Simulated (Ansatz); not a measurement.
ZnO (rocksalt), relaxed with r2SCAN in Ansatz 0.2.0. The symmetry is Fm-3m (No. 225, cubic); a = 4.268 Å in the conventional setting, 9.72 Å³ an atom. Zn is surrounded by 6 O at 2.13 Å; O is surrounded by 6 Zn at 2.13 Å.

The axes x, y and z are those of this cell:
```xyz
2
Lattice="0.0000 2.1338 2.1338 2.1338 0.0000 2.1338 2.1338 2.1338 0.0000" Properties=species:S:1:pos:R:3 pbc="T T T"
Zn    0.0000    0.0000    0.0000
O     2.1338    2.1338    2.1338
```

Unstrained: The PBE gap is indirect, 0.950 eV (L to Γ), below the direct gap of 2.350 eV at Γ. The r2SCAN gap is indirect, 1.567 eV (L to Γ), below the direct gap of 3.005 eV at Γ. HSE06 gives an indirect gap of 2.739 eV, from L to Γ; the least direct gap is 3.959 eV at Γ. Meshes: PBE 10×10×10, r2SCAN 10×10×10, HSE06 8×8×8. Strains are changes of length per length, and xy shears are angles. After each strain the atoms were relaxed again with r2SCAN within the symmetry that the strain leaves, so tilts or polar shifts that break it weren't tested; points keep the names that they have in the unstrained zone. Simulation only: spin-unpolarised, and no claim that this is the phase found in nature.

**Question.** Estimate what uniaxial +3.89 % along z, other directions held does to the gap.

**Answer.** PBE: the gap goes from 0.950 to 0.681 eV (-0.269 eV). r2SCAN: the gap goes from 1.567 to 1.281 eV (-0.286 eV). HSE06: the gap goes from 2.739 to 2.417 eV (-0.322 eV). The r2SCAN energy rises by 10.3 meV an atom.

**Question.** One strain changed the r2SCAN stress by xx +51.13, yy +51.13, zz +51.13 GPa (compression positive) and the gap by +0.937 eV (PBE), +0.985 eV (r2SCAN), +1.154 eV (HSE06). Which kind of strain was it, and roughly how large?

**Answer.** Isotropic -5.78 % on every length. The pattern of the stress gives the kind; the size needs the stiffness, so it is an estimate.

**Question.** Estimate what xy shear, engineering strain (angle) -3.11 % does to the gap.

**Answer.** PBE: the gap goes from 0.950 to 0.921 eV (-0.029 eV). r2SCAN: the gap goes from 1.567 to 1.541 eV (-0.026 eV). HSE06: the gap goes from 2.739 to 2.706 eV (-0.033 eV). The r2SCAN energy rises by 2.8 meV an atom.

The meshes of the hybrids are coarse, so their gaps aren't converged to the digits shown.
